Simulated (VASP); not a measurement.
Tb: single point with PBE

Crystal: Tb.

```
Tb
1.0
    -2.02990    2.02990    2.02990
     2.02990   -2.02990    2.02990
     2.02990    2.02990   -2.02990
Tb
1
Direct
  0.00000 0.00000 0.00000
```

This isn't the form of Tb at room conditions, which is hcp.

The cell isn't the ideal one: volume scaled by 1.03.

```json
{"Program": "VASP 6.6.1", "Task": "single point", "Functional": "PBE", "Potentials or basis": "VASP PAW PBE potentials, release 64 (Tb)", "Cutoff": "520 eV", "k mesh": "13 × 13 × 13", "Occupations": "fermi-dirac, width 0.05 eV", "Spin": "collinear spin, typed start", "Starting moments": "[6.0] μB"}
```

```
Pressure                                              : -0.8 GPa
Band gap on the k mesh                                : none (metal or under the smearing width)
Net moment                                            : 5.86 μB per cell
Site moments                                          : Tb +5.66 μB
Valence electrons inside the program's atomic spheres : Tb 16.31
```

Levels at points of the mesh, in eV from the Fermi level:
Spin up:
| k point | band 8 | band 9 | band 10 | band 11 | band 12 | band 13 | band 14 | band 15 | band 16 | band 17 |
| --- | --- | --- | --- | --- | --- | --- | --- | --- | --- | --- |
| (0.00, 0.00, 0.00) | -4.06 | -3.99 | -3.81 | -3.81 | -3.81 | 1.71 | 1.71 | 1.71 | 3.78 | 3.78 |
Spin down:
```csv
k point,band 3,band 4,band 5,band 6,band 7,band 8,band 9,band 10
"(0.00, 0.00, 0.00)",-20.61,-20.61,-4.63,-0.09,-0.09,-0.09,0.69,0.69
```

It took 4.9 min on 1 thread of Intel(R) Xeon(R) Platinum 8488C (Sapphire Rapids), on a shared host, peak memory 0.24 GiB.

Caveat: the magnetic or orbital state may not be the lowest; spin-orbit coupling is left out, which moves the levels of the heavy elements. The state reached can hang on the start; a lower one may exist.
